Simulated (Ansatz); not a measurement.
# Hf (Fm-3m) in Ansatz: further runs

Runs on Hf. Level: PBEsol. Tasks: relaxation of cell and atoms.

Everything below comes from runs of Ansatz 0.2.0. Logs are shortened: lines on timing, memory, paths and dates and some standing lists are left out, and cuts for length are marked.

**1. The structure**

It takes space group Fm-3m (No. 225, cubic). Conventional cell: a = 4.440 Å, b = 4.440 Å, c = 4.440 Å, α = 90.00°, β = 90.00°, γ = 90.00°. Around Hf (site symmetry m-3m) lie 12 Hf at 3.14 Å.

This isn't the form of Hf at room conditions, which is hcp.

**2. Relaxation of cell and atoms, PBEsol**

The input, input.yaml:

```yaml
crystal:
  lattice:
    - [0.0, 2.22, 2.22]
    - [2.22, 0.0, 2.22]
    - [2.22, 2.22, 0.0]
  atoms:
    - { symbol: Hf, position: [0.0, 0.0, 0.0] }
kpoints:
  mp_grid: { grid: [10, 10, 10] }
scf:
  occupations: { method: fermi_dirac, width: 0.05 }
hamiltonian:
  xc: pbesol
  pseudopotentials: { kind: all_electron, lapw: { basis_error: 0.001 } }
output:
  forces: true
  stress: true
relax:
  f_tol: 0.005
  max_steps: 60
  cell: {}
```

Potentials or basis: all-electron LAPW, scalar-relativistic.

On the command line:

```bash
$ ansatz run input.yaml --threads 1 --pin off --max-ram 3072MiB --backend cpu --events-out ev --progress --plain --runs-dir out
```

What it wrote:

```text
Warning: RAYON_NUM_THREADS=1 ignored (pool sized by the plan → 1); use --threads N
The last accepted step is kept in <dir> (removed where the run ends without a failure and the disk answers)
LAPW: plane waves up to 7.746 Å⁻¹, error target 1.0e-3 eV per atom; small_component_spin mean_spin; Hf in spheres of 1.523 Å, 36 of its electrons in bands, Dirac shells [] (how accurate: hamiltonian.pseudopotentials.lapw.basis_error, Limitations)
Engine: ansatz 0.2.0, x86_64-unknown-linux-gnu
Pseudopotentials: kind: all_electron
Pseudopotential: Hf, LAPW, valence charge 36, lapw/all_electron/scalar/gaussian/Hf, Koelling and Harmon's equation, gaussian nucleus
Functional definition: PBEsol
  exchange = pbesol_x
  correlation = pbesol_c
Crystal: 1 atoms, lattice volume = 21.882 Å³
Basis set: ecut = 228.5966434771145 eV, 169 PW (Γ), exchange–correlation at level 2
Bands: 22, of which v1, the nominal top of the filled ones, is band 18 counted from 1 (17 counted from 0)
Symmetry: 48 space group operations
Space group: Fm-3m (ITA 225), of the structure as read, at distance tolerance 2.8e-5 Å
k-points: 47 of 1000
Non-local potential: Hf, projectors of the file, none
Initial density: superposition of atomic densities (chi_scale 0.1, normalization cell)
Initial wavefunctions: plane waves of lowest kinetic energy (no species holds an atomic orbital)
Functional: x = pbesol(κ = 0.804, μ = 0.12345679012345678), c = pbesol(β = 0.046)
iter 1 solved again at ethr=1.90e-4 eV; its pass at ethr=1.00e-1 eV (dr2=6.85e-2 eV) is discarded
SCF iter   1: F=—  HF=-410126.978284 eV  |F-HF|=—  |Δ(HF+E_count)|=         —  Δρ=2.04e-2  dr2=6.89e-2  ethr=1.90e-4  ⟨swp⟩=2.7  Hψ=6551  notcnv=0
preconditioner: auto → Kerker (q_TF=auto, 2.964 Å⁻¹)  [metal: Δε(μ)=0.031 eV  Ē_g=17.925 eV  σ=0.050 eV  W_gap=0.15  n_scr=14 (ndim 8)  ℏωp=38.9 eV  f_vac=0.000  D(μ)=1.44/eV (n_scr^D=14)]
SCF iter   2: F=—  HF=-410126.888850 eV  |F-HF|=—  |Δ(HF+E_count)|=   8.94e-2  Δρ=1.15e-2  dr2=2.47e-2  ethr=1.90e-4  ⟨swp⟩=2.0  Hψ=3291  notcnv=0
SCF iter   3: F=—  HF=-410126.874001 eV  |F-HF|=—  |Δ(HF+E_count)|=   1.48e-2  Δρ=8.55e-3  dr2=1.49e-2  ethr=6.87e-5  ⟨swp⟩=2.0  Hψ=3111  notcnv=0
SCF iter   4: F=—  HF=-410126.867932 eV  |F-HF|=—  |Δ(HF+E_count)|=   6.07e-3  Δρ=4.58e-3  dr2=5.02e-3  ethr=4.13e-5  ⟨swp⟩=2.0  Hψ=3104  notcnv=0
iter 5 solved again at ethr=1.15e-6 eV; its pass at ethr=1.39e-5 eV (dr2=4.13e-4 eV) is discarded
SCF iter   5: F=—  HF=-410126.868430 eV  |F-HF|=—  |Δ(HF+E_count)|=   4.98e-4  Δρ=1.18e-3  dr2=4.13e-4  ethr=1.15e-6  ⟨swp⟩=2.0  Hψ=5160  notcnv=0
SCF iter   6: F=—  HF=-410126.868471 eV  |F-HF|=—  |Δ(HF+E_count)|=   4.05e-5  Δρ=3.52e-4  dr2=2.37e-5  ethr=1.15e-6  ⟨swp⟩=2.0  Hψ=3111  notcnv=0
SCF iter   7: F=—  HF=-410126.868469 eV  |F-HF|=—  |Δ(HF+E_count)|=   1.27e-6  Δρ=6.82e-5  dr2=9.44e-7  ethr=6.57e-8  ⟨swp⟩=2.0  Hψ=3111  notcnv=0
SCF iter   8: F=-410126.868469 eV  HF=-410126.868469 eV  |F-HF|=2.04e-8  |Δ(HF+E_count)|=   1.36e-7  Δρ=1.22e-5  dr2=3.22e-8  ethr=2.62e-9  ⟨swp⟩=2.0  Hψ=3111  notcnv=0
SCF 1 converged in 8 iterations: F = -410126.868469 eV  dr2 = 3.22e-8
relax step   1: F+E_penalty+E_count = -410126.86846919 eV  Δ(F+E_penalty+E_count) = +0.000e0 eV  max|allowed force component| = 0.000e0 eV/Å  Δτ_max = 0.0000 Å  P = -1.657 GPa  Ω = 21.882 Å³  (8 SCF iters, accepted)
Crystal: 1 atoms, lattice volume = 21.149 Å³
[... 20 lines left out ...]
SCF iter   3: F=—  HF=-410126.870215 eV  |F-HF|=—  |Δ(HF+E_count)|=   3.26e-6  Δρ=9.88e-5  dr2=2.38e-6  ethr=2.46e-8  ⟨swp⟩=2.0  Hψ=3110  notcnv=0
SCF iter   4: F=—  HF=-410126.870210 eV  |F-HF|=—  |Δ(HF+E_count)|=   5.02e-6  Δρ=7.46e-5  dr2=1.48e-6  ethr=6.61e-9  ⟨swp⟩=2.0  Hψ=3110  notcnv=0
SCF iter   5: F=—  HF=-410126.870210 eV  |F-HF|=—  |Δ(HF+E_count)|=   1.19e-7  Δρ=2.53e-5  dr2=1.90e-7  ethr=4.12e-9  ⟨swp⟩=2.0  Hψ=3110  notcnv=0
iter 6 solved again at ethr=1.27e-11 eV; its pass at ethr=5.29e-10 eV (dr2=4.58e-9 eV) is discarded
SCF iter   6: F=-410126.870210 eV  HF=-410126.870210 eV  |F-HF|=9.90e-10  |Δ(HF+E_count)|=   1.84e-8  Δρ=5.24e-6  dr2=4.57e-9  ethr=1.27e-11  ⟨swp⟩=2.0  Hψ=5233  notcnv=0
SCF 3 converged in 6 iterations: F = -410126.870210 eV  dr2 = 4.57e-9
relax step   3: F+E_penalty+E_count = -410126.87021030 eV  Δ(F+E_penalty+E_count) = -1.741e-3 eV  max|allowed force component| = 0.000e0 eV/Å  Δτ_max = 0.0000 Å  P = -0.047 GPa  Ω = 21.558 Å³  (6 SCF iters, accepted)
iter 1 solved again at ethr=3.35e-11 eV; its pass at ethr=1.00e-1 eV (dr2=1.21e-8 eV) is discarded
SCF iter   1: F=—  HF=-410126.870210 eV  |F-HF|=—  |Δ(HF+E_count)|=         —  Δρ=2.72e-6  dr2=1.23e-9  ethr=3.35e-11  ⟨swp⟩=6.0  Hψ=7846  notcnv=0  reapply=32
preconditioner: auto → Kerker (q_TF=auto, 2.972 Å⁻¹)  [metal: Δε(μ)=0.024 eV  Ē_g=18.573 eV  σ=0.050 eV  W_gap=0.12  n_scr=14 (ndim 8)  ℏωp=39.2 eV  f_vac=0.000  D(μ)=1.21/eV (n_scr^D=14)]
SCF iter   2: F=-410126.870210 eV  HF=-410126.870210 eV  |F-HF|=3.49e-10  |Δ(HF+E_count)|=   1.92e-8  Δρ=1.91e-6  dr2=6.35e-10  ethr=3.42e-12  ⟨swp⟩=2.9  Hψ=3162  notcnv=0
SCF 4 converged in 2 iterations: F = -410126.870210 eV  dr2 = 6.35e-10
relax step   4: F+E_penalty+E_count = -410126.87021028 eV  Δ(F+E_penalty+E_count) = +1.874e-8 eV  max|allowed force component| = 0.000e0 eV/Å  Δτ_max = 0.0000 Å  P = -0.047 GPa  Ω = 21.558 Å³  stress off target by 4.65e-2 GPa  SCF on the basis re-selected at this cell (its energy is not comparable with the rows above)  (2 SCF iters)
basis re-selected at this cell: Δ(F+E_penalty+E_count) = +1.874e-8 eV, ΔP = +0.000 GPa vs the last step (what re-selecting the basis moved, after the strain that the cell walked since its last selection, with what the two solves' SCF thresholds leave and, on support functions, any second-order correction that the steps lacked; it is no measure of the basis error at this ecutwfc). This SCF's stress stands 4.65e-2 GPa from its target on what of the cell is left free (relax.cell.stress_tol is 5.00e-2 GPa) and its largest allowed force component is 0.00e0 eV/Å (relax.f_tol is 5.00e-3 eV/Å): within both
SCF converged after 2 iterations
Free energy (F): -410126.870210 eV
Harris-Foulkes:  -410126.870210 eV  (|F-HF|=3.49e-10)
Internal energy: -410126.859600 eV  (E = F + TS)
E sigma→0 (E₀):  -410126.864905 eV
Entropy (-TS):   -0.010611 eV (-10.611 meV/atom)
Fermi energy:    20.730606 eV
--- Per-component energies (eV) ---
  E_band       = -1736.152129
  E_kinetic    = 456302.310969
  E_xc         = -8290.960967
  E_electrostatic = -858138.209601  (all electrons and nuclei)
  E_smearing   = -0.010611  (= −TS)
  E_closure    = 0.000000  (closes the sum)
  E_atoms      = -410119.037880  (free atoms, spherical and without spin; not in F)
  Σ components = -410126.870210   (vs F -410126.870210, Δ=0.00e0)
  Basis errors (estimates in eV, not in F): energy 2.4e-4 per atom: plane waves 2.0e-4 (1.1e-4 summed), levels above the bands 6.3e-37, relativity 3.9e-8, radial functions 3.6e-5, core shells 4.8e-7; eigenvalues (radial functions only) 3.3e-7; not estimated: angular momenta, meshes, grids; target (lapw.basis_error) 1.0e-3; muffin-tin radii Hf 1.515 Å
--- Forces (eV/Å), atoms counted from 1 ---
  atom   1  Hf    -0.00000000     0.00000000    -0.00000000
  max |Σ_I F_I| component: 1.73e-31 eV/Å
--- Stress (GPa, compression-positive) ---
       -0.046535      -0.000000       0.000000
       -0.000000      -0.046535       0.000000
        0.000000       0.000000      -0.046535
  P = ⅓ Tr σ = -0.0465 GPa (-0.465 kbar)
--- Relaxed structure (3 steps of the walk, 2 accepted, 1 SCFs on fresh bases) ---
  F+E_penalty+E_count = -410126.87021028 eV   max|allowed force component| = 0.000e0 eV/Å   (the final SCF, on the basis selected at the relaxed cell)
  cell:  # Å, volume = 21.5585 Å³
    - [0.0, 2.209000986133656, 2.209000986133656]
    - [2.209000986133656, -2.1655331139806256e-34, 2.209000986133656]
    - [2.209000986133656, 2.209000986133656, 6.369215041119489e-35]
  atoms:
    - { symbol: Hf, position: [0.0, 0.0, 0.0] }
```

Wall time 12 s (1 thread of AMD EPYC 7R43 (Zen 3), shared host); peak memory 0.31 GiB.

What came out:

| Property | Result |
| --- | --- |
| Free energy | -410126.8702 eV |
| Relaxed volume | 21.56 Å³/atom |
| Relaxed cell | a = 3.124 Å, b = 3.124 Å, c = 3.124 Å, α = 60.00°, β = 60.00°, γ = 60.00° |
| Space group after relaxing (to 0.05 Å) | Fm-3m (No. 225) |
| Energy gained by relaxing | 1.7 meV/atom |
| Ionic steps | 3 |
| Pressure after relaxing | 0.0 GPa |

The path:
```tsv
step	energy change (eV)	largest force (eV/Å)	volume (Å³)
1	0.0000	0.0000	21.88
2	-0.0017	0.0000	21.56
3	-0.0017	0.0000	21.56
```

Final structure:
```xyz
1
Lattice="0.0000 2.2090 2.2090 2.2090 0.0000 2.2090 2.2090 2.2090 0.0000" Properties=species:S:1:pos:R:3 pbc="T T T"
Hf    0.0000    0.0000    0.0000
```

The run has no spin-orbit coupling, so splittings on Hf are missing.

**3. Relaxation of cell and atoms, PBEsol, target pressure 5 GPa, at which the enthalpy is minimised**

input.yaml: that of step 2 with these lines changed.

```diff
@@ -20,2 +20,2 @@
   max_steps: 60
-  cell: {}
+  cell: { p_target: 5 }
```

Potentials or basis: all-electron LAPW, scalar-relativistic.

On the command line:

```bash
$ ansatz run input.yaml --threads 1 --pin off --max-ram 3072MiB --backend cpu --events-out ev --progress --plain --runs-dir out
```

Run time: 20 s. Hardware: 1 thread of AMD EPYC 7R43 (Zen 3), shared host; peak memory 0.31 GiB.

Results (log left out):

* Free energy: -410126.8570 eV
* Relaxed volume: 20.67 Å³/atom
* Relaxed cell: a = 3.081 Å, b = 3.081 Å, c = 3.081 Å, α = 60.00°, β = 60.00°, γ = 60.00°
* Space group after relaxing (to 0.05 Å): Fm-3m (No. 225)
* Energy change on relaxing (the enthalpy is what falls): +11.5 meV/atom
* Ionic steps: 5
* Pressure after relaxing: 5.0 GPa

The path:
```tsv
step	energy change (eV)	largest force (eV/Å)	volume (Å³)
1	0.0000	0.0000	21.88
2	0.0084	0.0000	20.78
3	0.0117	0.0000	20.67
4	0.0115	0.0000	20.67
5	0.0115	0.0000	20.67
```

Final structure:
```xyz
1
Lattice="0.0000 2.1784 2.1784 2.1784 0.0000 2.1784 2.1784 2.1784 0.0000" Properties=species:S:1:pos:R:3 pbc="T T T"
Hf    0.0000    0.0000    0.0000
```

The run has no spin-orbit coupling, so splittings on Hf are missing.

**4. Relaxation of cell and atoms, PBEsol, target pressure 10 GPa, at which the enthalpy is minimised**

input.yaml: that of step 3 with these lines changed.

```diff
@@ -20,2 +20,2 @@
   max_steps: 60
-  cell: { p_target: 5 }
+  cell: { p_target: 10 }
```

On the command line:

```bash
$ ansatz run input.yaml --threads 1 --pin off --max-ram 3072MiB --backend cpu --events-out ev --progress --plain --runs-dir out
```

It took 17 s on 1 thread of AMD EPYC 7R43 (Zen 3), shared host; peak memory 0.32 GiB.

The run converged. Its results:

```yaml
Free_energy: -410126.8230 eV
Relaxed_volume: 19.94 Å³/atom
Relaxed_cell: a = 3.044 Å, b = 3.044 Å, c = 3.044 Å, α = 60.00°, β = 60.00°, γ = 60.00°
Space_group_after_relaxing_to_0.05_Å: Fm-3m (No. 225)
Energy_change_on_relaxing_the_enthalpy_is_what_falls: +45.5 meV/atom
Ionic_steps: 5
Pressure_after_relaxing: 10.0 GPa
```

The path:
```csv
step,energy change (eV),largest force (eV/Å),volume (Å³)
1,0.0000,0.0000,21.88
2,0.1439,0.0000,18.84
3,0.0393,0.0000,20.04
4,0.0455,0.0000,19.94
5,0.0455,0.0000,19.94
```

Final structure:
```cif
data_structure
_symmetry_space_group_name_H-M 'P 1'
_symmetry_Int_Tables_number 1
_cell_length_a 3.0438
_cell_length_b 3.0438
_cell_length_c 3.0438
_cell_angle_alpha 60.000
_cell_angle_beta 60.000
_cell_angle_gamma 60.000
_cell_volume 19.94
loop_
_atom_site_label
_atom_site_type_symbol
_atom_site_fract_x
_atom_site_fract_y
_atom_site_fract_z
_atom_site_occupancy
Hf1 Hf 0.00000 0.00000 0.00000 1
```

**5. The runs side by side**

```csv
cell,pressure (GPa)
relaxed,0.0
relaxed to 5 GPa,5.0
relaxed to 10 GPa,10.0
```

Alike in all rows: task relaxation of cell and atoms; level PBEsol; potentials or basis all-electron LAPW, scalar-relativistic; no spin polarisation; k mesh 10 × 10 × 10; smearing fermi-dirac 0.05 eV; basis error allowed 0.001 eV/atom.

Compare energies only between runs with the same functional and basis.
